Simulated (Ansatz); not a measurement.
Cu2O (Cuprite):

```
Cu O
1.0
     4.26000    0.00000    0.00000
     0.00000    4.26000    0.00000
     0.00000    0.00000    4.26000
Cu O
4 2
Direct
  0.75000 0.25000 0.75000
  0.75000 0.75000 0.25000
  0.25000 0.75000 0.75000
  0.25000 0.25000 0.25000
  0.50000 0.50000 0.50000
  0.00000 0.00000 0.00000
```

Base run:

* Program: Ansatz 0.2.0
* Functional: PBE
* Potentials or basis: Ansatz PAW earlier set
* Cutoff: 930 eV (not typed: the program's choice for these potentials)
* k mesh: 6 × 6 × 6
* Occupations: fermi-dirac, width 0.05 eV
* Spin: no spin polarisation

Its results: band gap on the k mesh 0.54 eV, direct; pressure 3.2 GPa.

Problem. The run is repeated on the same cell with these changes: potentials or basis from Ansatz PAW earlier set to Ansatz PAW; cutoff from 930 eV (not typed: the program's choice for these potentials) to 300 eV. What comes out?

Solution. Band gap on the k mesh 0.52 eV, direct; pressure 2.1 GPa.

Caveats: the pressure holds a Pulay correction of +31.3 GPa for the finite cutoff (some runs); the cutoff lies under the one recommended for these potentials (some runs).
